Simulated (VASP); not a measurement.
# BaO (Fm-3m) in VASP: a series of runs

The runs below take BaO through band structure, with PBEsol, r2SCAN.

Program: VASP 6.6.1. These are calculated values, not measurements. Logs are shortened: lines on timing, memory, paths and dates and some standing lists are left out, and cuts for length are marked.

### Step 1. Starting point

It takes space group Fm-3m (No. 225, cubic). Conventional cell: a = 5.532 Å, b = 5.532 Å, c = 5.532 Å, α = 90.00°, β = 90.00°, γ = 90.00°. Ba (site symmetry m-3m) is surrounded by 6 O at 2.77 Å. O (site symmetry m-3m) is surrounded by 6 Ba at 2.77 Å.

The cell is a database's computed one.

### Step 2. Band structure, PBEsol

INCAR reads:

```
  ALGO = Normal
  EDIFF = 1E-7
  ENCUT = 520
  GGA = PS
  ISIF = 2
  ISMEAR = 0
  LASPH = True
  LCHARG = False
  LREAL = False
  LWAVE = False
  NELM = 60
  PREC = Accurate
  SIGMA = 0.02
```

KPOINTS reads:

```
k-points
0
Gamma
  8 8 8
```

POSCAR reads:

```
BaO
1.0
    0.0000000000      2.7658300000      2.7658300000
    2.7658300000      0.0000000000      2.7658300000
    2.7658300000      2.7658300000      0.0000000000
Ba O
1 1
Direct
    0.0000000000      0.0000000000      0.0000000000
    0.5000000000      0.5000000000      0.5000000000
```

KPOINTS_OPT reads:

```
path GXWKGLUWLK,UX
10
line-mode
reciprocal
 0.0000000000  0.0000000000  0.0000000000  G
 0.5000000000  0.0000000000  0.5000000000  X

 0.5000000000  0.0000000000  0.5000000000  X
 0.5000000000  0.2500000000  0.7500000000  W

 0.5000000000  0.2500000000  0.7500000000  W
 0.3750000000  0.3750000000  0.7500000000  K

 0.3750000000  0.3750000000  0.7500000000  K
 0.0000000000  0.0000000000  0.0000000000  G

 0.0000000000  0.0000000000  0.0000000000  G
 0.5000000000  0.5000000000  0.5000000000  L

 0.5000000000  0.5000000000  0.5000000000  L
 0.6250000000  0.2500000000  0.6250000000  U

 0.6250000000  0.2500000000  0.6250000000  U
 0.5000000000  0.2500000000  0.7500000000  W

 0.5000000000  0.2500000000  0.7500000000  W
 0.5000000000  0.5000000000  0.5000000000  L

 0.5000000000  0.5000000000  0.5000000000  L
 0.3750000000  0.3750000000  0.7500000000  K

 0.6250000000  0.2500000000  0.6250000000  U
 0.5000000000  0.0000000000  0.5000000000  X
```

Potentials or basis: VASP PAW PBE potentials, release 64 (Ba_sv, O).

Command:

```bash
$ cat potpaw_PBE.64/Ba_sv/POTCAR potpaw_PBE.64/O/POTCAR > POTCAR
$ mpirun -np 1 vasp_std > vasp.out
```

OUTCAR:

```text
EDIFF = 1E-7
   ENCUT = 520
   GGA = PS
   ISIF = 2
   ISMEAR = 0
   LASPH = True
   LREAL = False
   NELM = 60
   PREC = Accurate

 ion  position               nearest neighbor table
   1  0.000  0.000  0.000-   2 2.77   2 2.77   2 2.77   2 2.77   2 2.77   2 2.77
   2  0.500  0.500  0.500-   1 2.77   1 2.77   1 2.77   1 2.77   1 2.77   1 2.77

  LATTYP: Found a face centered cubic cell.
 ALAT       =     5.5316600000

  Lattice vectors:

 A1 = (   0.0000000000,   2.7658300000,   2.7658300000)
 A2 = (   2.7658300000,   0.0000000000,   2.7658300000)
 A3 = (   2.7658300000,   2.7658300000,   0.0000000000)

Analysis of symmetry for initial positions (statically):
=====================================================================
 Subroutine PRICEL returns:
 Original cell was already a primitive cell.

 Routine SETGRP: Setting up the symmetry group for a
 face centered cubic supercell.

 Subroutine GETGRP returns: Found 48 space group operations
 (whereof 48 operations were pure point group operations)
 out of a pool of 48 trial point group operations.

The static configuration has the point symmetry O_h .

Analysis of symmetry for dynamics (positions and initial velocities):
=====================================================================
 Subroutine PRICEL returns:
 Original cell was already a primitive cell.

 Routine SETGRP: Setting up the symmetry group for a
 face centered cubic supercell.

 Subroutine GETGRP returns: Found 48 space group operations
 (whereof 48 operations were pure point group operations)
 out of a pool of 48 trial point group operations.

The dynamic configuration has the point symmetry O_h .

 Subroutine INISYM returns: Found 48 space group operations
 (whereof 48 operations are pure point group operations),
 and found     1 'primitive' translations

----------------------------------------------------------------------------------------

                                     Primitive cell

  volume of cell :      42.3162

  direct lattice vectors                    reciprocal lattice vectors
     0.000000000  2.765830000  2.765830000    -0.180777560  0.180777560  0.180777560
     2.765830000  0.000000000  2.765830000     0.180777560 -0.180777560  0.180777560
     2.765830000  2.765830000  0.000000000     0.180777560  0.180777560 -0.180777560

  length of vectors
     3.911474297  3.911474297  3.911474297     0.313115920  0.313115920  0.313115920

  position of ions in fractional coordinates (direct lattice)
     0.000000000  0.000000000  0.000000000
     0.500000000  0.500000000  0.500000000

  ion indices of the primitive-cell ions
   primitive index   ion index
                 1           1
                 2           2

----------------------------------------------------------------------------------------

 KPOINTS: k-points

Automatic generation of k-mesh.
 Grid dimensions read from file:
 generate k-points for:    8    8    8

 Generating k-lattice:

  Cartesian coordinates                     Fractional coordinates (reciprocal lattice)
    -0.022597195  0.022597195  0.022597195     0.125000000  0.000000000  0.000000000
     0.022597195 -0.022597195  0.022597195     0.000000000  0.125000000  0.000000000
     0.022597195  0.022597195 -0.022597195     0.000000000  0.000000000  0.125000000

  Length of vectors
     0.039139490  0.039139490  0.039139490

  Shift w.r.t. Gamma in fractional coordinates (k-lattice)
     0.000000000  0.000000000  0.000000000

 Subroutine IBZKPT returns following result:
 ===========================================

 Found     29 irreducible k-points:

 Following reciprocal coordinates:
            Coordinates               Weight
  0.000000  0.000000  0.000000      1.000000
  0.125000  0.000000  0.000000      8.000000
  0.250000  0.000000  0.000000      8.000000
  0.375000  0.000000  0.000000      8.000000
  0.500000  0.000000  0.000000      4.000000
  0.125000  0.125000  0.000000      6.000000
[... 16 lines left out ...]
  0.500000  0.250000  0.125000     48.000000
 -0.375000  0.250000  0.125000     24.000000
 [... further k-points ...]
   k-points           NKPTS =     29   k-points in BZ     NKDIM =     29   number of bands    NBANDS=     12
   number of dos      NEDOS =    301   number of ions     NIONS =      2
   total plane-waves  NPLWV =  27000
   dimension x,y,z NGX =    30 NGY =   30 NGZ =   30
   dimension x,y,z NGXF=    60 NGYF=   60 NGZF=   60
   ions per type =               1   1
   NGX,Y,Z   is equivalent  to a cutoff of  12.75, 12.75, 12.75 a.u.
   NGXF,Y,Z  is equivalent  to a cutoff of  25.50, 25.50, 25.50 a.u.
 SYSTEM =  unknown system
   PREC   = accura    normal or accurate (medium, high low for compatibility)
   ISTART =      0    job   : 0-new  1-cont  2-samecut
   ICHARG =      2    charge: 1-file 2-atom 10-const
   ISPIN  =      1    spin polarized calculation?
   LNONCOLLINEAR =      F non collinear calculations
   LSORBIT =      F    spin-orbit coupling
   LASPH  =      T    aspherical Exc in radial PAW
   ENCUT  =  520.0 eV  38.22 Ry    6.18 a.u.   7.27  7.27  7.27*2*pi/ulx,y,z
   NELM   =     60;   NELMIN=  2; NELMDL= -5     # of ELM steps
   EDIFF  = 0.1E-06   stopping-criterion for ELM
   LREAL  =      F    real-space projection
   EDIFFG = 0.1E-05   stopping-criterion for IOM
   NSW    =      0    number of steps for IOM
   IBRION =     -1    ionic relax: 0-MD 1-quasi-New 2-CG
   NFREE  =      0    steps in history (QN), initial steepest desc. (CG)
   ISIF   =      2    stress and relaxation
   ISYM   =      2    0-nonsym 1-usesym 2-fastsym
   POTIM  = 0.5000    time-step for ionic-motion
   TEBEG  =    0.0;   TEEND  =   0.0 temperature during run
   PSTRESS=    0.0 pullay stress
   NELECT =      16.0000    total number of electrons
   NUPDOWN=      -1.0000    fix difference up-down
   EMIN   =  10.00;   EMAX   =-10.00  energy-range for DOS
   EFERMI =   0.00;   METHOD = LEGACY
   ISMEAR =     0;   SIGMA  =   0.02  broadening in eV -4-tet -1-fermi 0-gaus
   EFERMI_NEDOS =   21; number of points for ismear=-14 and -15
   IALGO  =     38    algorithm
   IMIX   =      4    mixing-type and parameters
     AMIX     =   0.40;   BMIX     =  1.00
     AMIX_MAG =   1.60;   BMIX_MAG =  1.00
  volume/ion in A,a.u.               =      21.16       142.78
  Fermi-wavevector in a.u.,A,eV,Ry     =   1.183803  2.237063 19.067054  1.401389
  Thomas-Fermi vector in A             =   2.320030
   LORBIT       =      0    0 simple, 1 ext, 2 COOP (PROOUT), +10 PAW based schemes
   GGA     = PS    functional components
   LHFCALC =     F    Hartree Fock is set to
   AEXX    =    0.0000 exact exchange contribution
   IVDW    =     0    specifies the selected vdW correction
   LEPSILON=     F    determine dielectric tensor
   LRPA    =     F    only Hartree local field effects (RPA)
 non-spin polarized calculation
 Gauss-broadening in eV      SIGMA  =   0.02
  energy-cutoff  :      520.00
  volume of cell :       42.32
 maximum number of plane-waves:      1158
 NGX is ok and might be reduce to    30
   NGX = 15   NGY = 15   NGZ = 15

 number of electron      15.9999998 magnetization

 Free energy of the ion-electron system (eV)
  ---------------------------------------------------
  ext. energy  EPLUGINS =         0.00000000
  ---------------------------------------------------
  free energy    TOTEN  =       -12.39970333 eV

  energy without entropy =      -12.39970333  energy(sigma->0) =      -12.39970333

 E-fermi :   1.8481     XC(G=0):  -9.8731

 val. band max:        1.7331975738   @ k =   0.5000   0.5000   0.0000
 cond. band min:       3.5879278113   @ k =   0.5000   0.5000   0.0000
 fundamental gap:      1.8547302375
 Fermi energy:         1.8480556306

 k-point     1 :       0.0000    0.0000    0.0000
  band No.  band energies     occupation
      1     -24.1083      2.00000
      2     -13.2067      2.00000
      3      -8.5896      2.00000
      4      -8.5896      2.00000
      5      -8.5896      2.00000
      6       1.3700      2.00000
      7       1.3700      2.00000
      8       1.3700      2.00000
      9       5.1159      0.00000
     10       6.3646      0.00000
     11       6.3646      0.00000
     12       6.3646      0.00000

 k-point     2 :       0.1250    0.0000    0.0000
  band No.  band energies     occupation
      1     -24.0708      2.00000
      2     -13.3168      2.00000
      3      -8.6267      2.00000
      4      -8.6084      2.00000
      5      -8.6084      2.00000
      6       1.0181      2.00000
      7       1.1651      2.00000
      8       1.1651      2.00000
      9       5.7686      0.00000
     10       6.2323      0.00000
     11       6.6589      0.00000
     12       6.6589      0.00000

 k-point     3 :       0.2500    0.0000    0.0000
  band No.  band energies     occupation
      1     -23.9782      2.00000
      2     -13.5832      2.00000
      3      -8.7095      2.00000
      4      -8.6528      2.00000
      5      -8.6528      2.00000
      6       0.3695      2.00000
      7       0.7294      2.00000
      8       0.7294      2.00000
      9       6.1181      0.00000
     10       7.3823      0.00000
     11       7.4563      0.00000
     12       7.4563      0.00000
[... 286 lines left out ...]
 k-point    23 :       0.5000    0.2500    0.1250
  band No.  band energies     occupation
      1     -23.8354      2.00000
      2     -13.7397      2.00000
      3      -9.2183      2.00000
      4      -9.0820      2.00000
      5      -8.7117      2.00000
      6       0.2473      2.00000
      7       0.5198      2.00000
      8       1.1562      2.00000
      9       5.7803      0.00000
     10       7.6499      0.00000
     11       9.0807      0.00000
     12       9.2290      0.00000

 k-point    24 :      -0.3750    0.2500    0.1250
  band No.  band energies     occupation
      1     -23.8034      2.00000
      2     -13.7895      2.00000
      3      -9.2376      2.00000
      4      -9.2360      2.00000
      5      -8.7025      2.00000
      6       0.1433      2.00000
      7       0.7743      2.00000
      8       0.8440      2.00000
      9       6.5115      0.00000
     10       7.1181      0.00000
     11       9.5689      0.00000
     12       9.6029      0.00000

 [... further k-points ...]

------------------------ aborting loop because EDIFF is reached ----------------------------------------

  FORCE on cell =-STRESS in cart. coord.  units (eV):
  Direction    XX          YY          ZZ          XY          YZ          ZX
  --------------------------------------------------------------------------------------
  -------------------------------------------------------------------------------------
  Total        0.0194569      0.0194569      0.0194569     -0.0000000      0.0000000     -0.0000000
  in kB        0.7366774      0.7366774      0.7366774     -0.0000000      0.0000000     -0.0000000
  external PRESSURE =       0.7366774 kB  Pullay stress =       0.0000000 kB

 VOLUME and BASIS-vectors are now :
 -----------------------------------------------------------------------------
  energy-cutoff  :      520.00
  volume of cell :       42.32
      direct lattice vectors                 reciprocal lattice vectors
     0.000000000  2.765830000  2.765830000    -0.180777560  0.180777560  0.180777560
     2.765830000  0.000000000  2.765830000     0.180777560 -0.180777560  0.180777560
     2.765830000  2.765830000  0.000000000     0.180777560  0.180777560 -0.180777560

 POSITION                                       TOTAL-FORCE (eV/Angst)
 -----------------------------------------------------------------------------------
      0.00000      0.00000      0.00000        -0.000000     -0.000000      0.000000
      2.76583      2.76583      2.76583         0.000000      0.000000     -0.000000
 -----------------------------------------------------------------------------------
    total drift:                                0.000000      0.000000      0.000000

  FREE ENERGIE OF THE ION-ELECTRON SYSTEM (eV)
  ---------------------------------------------------
  free  energy   TOTEN  =       -12.3997033341 eV

  energy  without entropy=      -12.3997033341  energy(sigma->0) =      -12.39970333
```

Wall time 27 s (1 thread of Intel Xeon Platinum 8559C (Emerald Rapids), shared host); peak memory 0.18 GiB.

What came out:

* Free energy: -12.3997 eV
* Pressure: 0.1 GPa
* Band gap on the k mesh: 1.85 eV, direct
* Band gap along the path: 1.85 eV, direct

Levels at the corners of the path, in eV from the valence-band top:
```csv
point,band 4,band 5,band 6,band 7,band 8,band 9,band 10,band 11,band 12
Γ,-10.32,-10.32,-0.36,-0.36,-0.36,3.38,4.63,4.63,4.63
X,-10.93,-10.93,-0.17,-0.17,0.00,1.85,5.94,8.92,9.24
X,-10.93,-10.93,-0.17,-0.17,0.00,1.85,5.94,8.92,9.24
W,-11.42,-10.39,-1.37,-0.21,-0.21,4.53,4.53,6.83,9.82
W,-11.42,-10.39,-1.37,-0.21,-0.21,4.53,4.53,6.83,9.80
K,-10.80,-10.76,-0.97,-0.76,-0.15,3.32,6.49,6.98,8.65
K,-10.80,-10.76,-0.97,-0.76,-0.15,3.32,6.49,6.98,8.65
Γ,-10.32,-10.32,-0.36,-0.36,-0.36,3.38,4.63,4.63,4.63
Γ,-10.32,-10.32,-0.36,-0.36,-0.36,3.38,4.63,4.63,4.63
L,-10.45,-10.45,-2.07,-1.52,-1.52,4.86,7.16,7.16,8.03
L,-10.45,-10.45,-2.07,-1.52,-1.52,4.86,7.16,7.16,8.03
U,-10.80,-10.76,-0.97,-0.76,-0.15,3.32,6.49,6.98,8.65
U,-10.80,-10.76,-0.97,-0.76,-0.15,3.32,6.49,6.98,8.65
W,-11.42,-10.39,-1.37,-0.21,-0.21,4.53,4.53,6.83,9.80
W,-11.42,-10.39,-1.37,-0.21,-0.21,4.53,4.53,6.83,9.81
L,-10.45,-10.45,-2.07,-1.52,-1.52,4.86,7.16,7.16,8.03
L,-10.45,-10.45,-2.07,-1.52,-1.52,4.86,7.16,7.16,8.03
K,-10.80,-10.76,-0.97,-0.76,-0.15,3.32,6.49,6.98,8.65
U,-10.80,-10.76,-0.97,-0.76,-0.15,3.32,6.49,6.98,8.65
X,-10.93,-10.93,-0.17,-0.17,0.00,1.85,5.94,8.92,9.24
```

Caveat: the PAW data sets were made with another functional, which shifts forces and pressure a little; spin-orbit coupling is left out, which moves the levels of the heavy elements.

(Part 1 of 2 ends here.)
